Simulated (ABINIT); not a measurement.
The system is B.

```
CELL_PARAMETERS angstrom
1.88524 0.00000 0.00000
0.00000 1.88524 0.00000
0.00000 0.00000 1.88524
ATOMIC_POSITIONS crystal
B 0.50000 0.50000 0.50000
```

The cell was built by a generator and needn't be a form met in nature.

```yaml
Program: ABINIT 10.8.3 (patched build)
Task: relaxation of cell and atoms
Functional: PBE
Dispersion: D3(BJ)
Potentials_or_basis: SG15 NC PBE v1.2
Cutoff: 599 eV
k_mesh: 10 × 10 × 10
Occupations: fermi-dirac, width 0.05 eV
Spin: no spin polarisation
```

At the start: pressure -6.6 GPa; volume 6.70 Å³/atom.

Task: Where does the relaxation end?

Result: Over 4 steps the energy falls by 4.1 meV/atom and the volume is 6.51 Å³/atom (-2.9 %); space group Pm-3m (No. 221, to 0.05 Å).

Step by step:
| step | energy change (eV) | largest force (eV/Å) | pressure (GPa) | volume (Å³) |
| --- | --- | --- | --- | --- |
| 1 | 0.0000 | 0.0000 | -6.59 | 6.70 |
| 2 | -0.0037 | 0.0000 | -2.12 | 6.57 |
| 3 | -0.0041 | 0.0000 | 0.06 | 6.51 |
| 4 | -0.0041 | 0.0000 | 0.00 | 6.51 |

Final structure:
```xyz
1
Lattice="1.8669 0.0000 0.0000 0.0000 1.8669 0.0000 0.0000 0.0000 1.8669" Properties=species:S:1:pos:R:3 pbc="T T T"
B     0.9335    0.9335    0.9335
```

Caveat: pairwise dispersion overbinds metals, which lowers pressure and volume.
